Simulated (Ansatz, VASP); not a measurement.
## LiF: VASP beside Ansatz

```
Li F
1.0
     3.04674    0.00000    0.00000
    -1.52337    2.63855    0.00000
     0.00000    0.00000    5.15996
Li F
2 2
Direct
  0.33333 0.66667 0.39127
  0.66667 0.33333 0.89127
  0.33333 0.66667 0.99393
  0.66667 0.33333 0.49393
```

Alike in both runs: task single point; functional PBE; k mesh 9 × 9 × 6; occupations gaussian, width 0.05 eV; no spin polarisation.

|  | VASP | Ansatz |
| --- | --- | --- |
| version | VASP 6.6.1 | Ansatz 0.2.0 |
| potentials or method | VASP PAW PBE potentials, release 64 (Li_sv, F) | scalar-relativistic, plane waves, PAW |
| plane-wave cutoff (eV) | 520 | 520 |
| valence electrons in the cell | 20 | 20 |

```tsv
	VASP	Ansatz	Ansatz less VASP
gap on the k mesh at the Fermi level (eV)	7.60	7.61	+0.013
least direct gap on the mesh (eV)	7.60	7.61	+0.013
rms of the force components (eV/Å)	0.154	0.146	-0.0086
```

Atom by atom the forces differ by 0.009 eV/Å (rms over components).

Caveats: an odd mesh through Γ misses points on the zone boundary, where band edges often lie.
